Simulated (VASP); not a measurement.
Set up this calculation in VASP 6.6.1, as the native input.

* Task: single point
* Functional: PBE
* Dispersion: D3(BJ)
* Potentials or basis: VASP PAW PBE potentials, release 64 (Bi_d, H)
* Cutoff: 520 eV
* k mesh: 6 × 6 × 1
* Occupations: gaussian, width 0.05 eV
* Spin: collinear spin, typed start
* Starting moments: [0.0, 0.0, 1.0] μB
* Dipole correction: yes
* Further INCAR settings: ALGO = Fast; EDIFF = 1e-07; NBANDS = 26

The structure of Bi2H lies in POSCAR:

```
Bi2H
1.0
    4.2790193530      0.0000000000      0.0000000000
   -2.1395096765      3.7057394630      0.0000000000
    0.0000000000      0.0000000000     17.2471505494
Bi H
2 1
Direct
    0.3333333333      0.6666666667      0.3332231914
    0.6666666667      0.3333333333      0.2319223682
    0.4444444444      0.8888888889      0.4316035775
```

The cell was built by a generator and needn't be a form met in nature.

The cell isn't the ideal one: H over (1/9, 2/9) of the surface cell, its height relaxed.

The input as run:

INCAR

```
SYSTEM = Bi2H
ALGO = Fast
DIPOL = 0.5 0.5 0.332
EDIFF = 1E-7
ENCUT = 520
GGA = PE
IDIPOL = 3
ISIF = 2
ISMEAR = 0
ISPIN = 2
IVDW = 12
LASPH = .True.
LCHARG = .True.
LDIPOL = .True.
LELF = .True.
LORBIT = 11
LREAL = .False.
LVACPOTAV = .True.
LVHAR = .True.
LWAVE = .False.
MAGMOM = 0 0 1
NBANDS = 26
NELM = 150
PREC = Accurate
SIGMA = 0.05
```

KPOINTS

```
k-points
0
Gamma
  6 6 1
  0 0 0
```

Potentials or basis: VASP PAW PBE potentials, release 64 (Bi_d, H).

Launch:

```sh
$ cat potpaw_PBE.64/Bi_d/POTCAR potpaw_PBE.64/H/POTCAR > POTCAR
$ mpirun -np 1 vasp_std > vasp.out
```

It gave:

The largest force is 0.420 eV/Å. The band gap on the k mesh is none (metal or under the smearing width), the net moment is 0.08 μB per cell and the site moments are Bi +0.00, +0.02; H +0.01 μB. The valence electrons inside the program's atomic spheres are Bi 12.86, 12.79; H 0.49, the dispersion energy per atom is -0.167 eV and the work function of the upper face is 4.65 eV. The work function of the lower face is 3.89 eV.

Caveat: spin-orbit coupling is left out, which moves the levels of the heavy elements.

It took 3.1 min on 1 thread of Intel(R) Xeon(R) 6975P-C (Granite Rapids), with other jobs on the host, peak memory 0.51 GiB.
